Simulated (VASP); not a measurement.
GaSb, 2 atoms in the cell. The structure is cubic, space group F-43m (No. 216). The conventional cell has a = 6.179 Å, b = 6.179 Å, c = 6.179 Å, α = 90.00°, β = 90.00°, γ = 90.00°. Around Sb (site symmetry -43m) lie 4 Ga at 2.68 Å. Ga (site symmetry -43m) has 4 Sb at 2.68 Å as nearest neighbours. 

| Property | Result |
| --- | --- |
| Program | VASP 6.6.1 |
| Task | single point |
| Functional | PBE |
| Potentials or basis | VASP PAW PBE potentials, release 64 (Sb, Ga_d) |
| Cutoff | 520 eV |
| k mesh | 11 × 11 × 11 |
| Occupations | fermi-dirac, width 0.02 eV |
| Spin | no spin polarisation |
| Dipole correction | no |
| Further INCAR settings | ALGO = Normal; EDIFF = 1e-07; NBANDS = 16 |

Potentials or basis: VASP PAW PBE potentials, release 64 (Sb, Ga_d).

Command:

```bash
$ cat potpaw_PBE.64/Sb/POTCAR potpaw_PBE.64/Ga_d/POTCAR > POTCAR
$ mpirun -np 1 vasp_std > vasp.out
```

Hardware: 1 thread of Intel(R) Xeon(R) 6975P-C (Granite Rapids) (shared host).

Problem. Estimate the wall time of this run.

Solution. Wall time 15 s on 1 thread of Intel(R) Xeon(R) 6975P-C (Granite Rapids) (shared host), peak memory 0.21 GiB. Counts: scf iterations 14, k points 56.
